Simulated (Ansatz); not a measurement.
Trial structures of TaN: starts and ends

Method: DFT PBE, scalar-relativistic, plane waves, PAW in Ansatz. Settings: cutoff 420 eV, Γ-centred meshes spaced at most about 0.3 Å⁻¹, and about 0.25 Å⁻¹ or finer for metals (2π included), Gaussian smearing. No spin polarisation in the final relaxations.

Each guess was relaxed in cell and atoms at zero pressure, within the symmetry of its start. All energies are static (0 K, no zero-point motion). Coordination counts N atoms around Ta (those within 1.25 times the shortest such distance or 1.15 times the sum of covalent radii, 1.27 where that leaves under three).

| guess | made from | start group | V start (Å³/atom) | end group | V end (Å³/atom) | coordination at the end | gap on mesh (eV) | E over the lowest end (meV/atom) |
| --- | --- | --- | --- | --- | --- | --- | --- | --- |
| 1 | random cell | P-3m1 | 12.9 | P-3m1 | 12.7 | Ta 3 | 0 | 767 |
| 2 | a cell as deposited in COD | P6_3/mmc | 9.9 | P6_3/mmc | 10.9 | Ta 6 | 0 | 216 |
| 3 | a cell as deposited in COD | P6_3mc | 9.9 | P6_3mc (wurtzite) | 13.1 | Ta 4 | 0 | 378 |
| 4 | random cell | C2/m | 16.5 | ? | ? | ? | ? | ? |
| 5 | a cell as deposited in COD | P-6m2 | 10.8 | P-6m2 (tungsten carbide) | 10.9 | Ta 6 | 0 | 0 |
| 6 | random cell | Immm | 16.7 | Fm-3m (rock salt) | 10.8 | Ta 6 | 0 | 306 |

Guess 4 as it starts:

```
Ta N
1.0
     1.70504   -2.14251    0.00000
     1.70504    2.14251    0.00000
    -0.64736    0.00000    4.51170
Ta N
1 1
Direct
  0.00000 0.00000 0.50000
  0.50000 0.50000 0.50000
```

Task: Predict the end of this guess and its energy over the lowest end.

Result: It ends in space group P4/mmm (No. 123), with a = 2.962 Å, c = 3.092 Å, 13.6 Å³/atom and no gap. It lies 0.48 eV/atom over the lowest end, above guess 3 and below guess 1. Counting N atoms around Ta, this end has Ta 4 and the lowest (guess 5) has Ta 6.

```yaml
crystal:
  lattice:
    - [2.96244, 0.00000, 0.00000]
    - [0.00000, 2.96244, 0.00000]
    - [0.00000, 0.00000, 3.09187]
  atoms:
    - { symbol: Ta, position: [0.00000, 0.00000, 0.50000] }
    - { symbol: N, position: [0.50000, 0.50000, 0.50000] }
```

Energies over the elements count from the elements' standard structures at the same level (N₂ as a molecule), with no fitted energy shifts.

Task: Is the lowest end bound against the elements?

Result: Yes: its formation energy is −1.13 eV/atom. Whether it is stable depends on the other phases of the system, which aren't compared here.

Spin–orbit coupling, which can matter for Ta, is left out. Cells relaxed within their symmetry can be saddle points. Some structure types and database cells were kept out of the candidates from the start, so a known form may be missing.

The energies follow the coordination of Ta: every six-coordinate end lies below both four-coordinate ones, and the three-coordinate end is highest. More Ta–N contacts allow fuller mixing of Ta 5d with N 2p, which open structures give up. Volume alone doesn't set the order, since the three-coordinate end is denser than wurtzite. Guess 4 keeps its Ta–N bonds within flat square sheets, which probably explains why it lies above tetrahedral wurtzite.

Coordination number can't explain the 306 meV/atom between tungsten carbide and rock salt, which have nearly equal volumes. Here the shape of the site matters: Ta(III) keeps two d electrons, and a trigonal prism can accommodate them in a low-lying, metal–metal bonding level, whereas in the octahedral structure they enter a partly filled t2g band. This suggests an electronic preference for the prism rather than a packing effect. Rock-salt TaN is nevertheless a familiar material, often with vacancies and made at high temperature or as films, so its height here for the ideal, static crystal doesn't rule it out in practice.
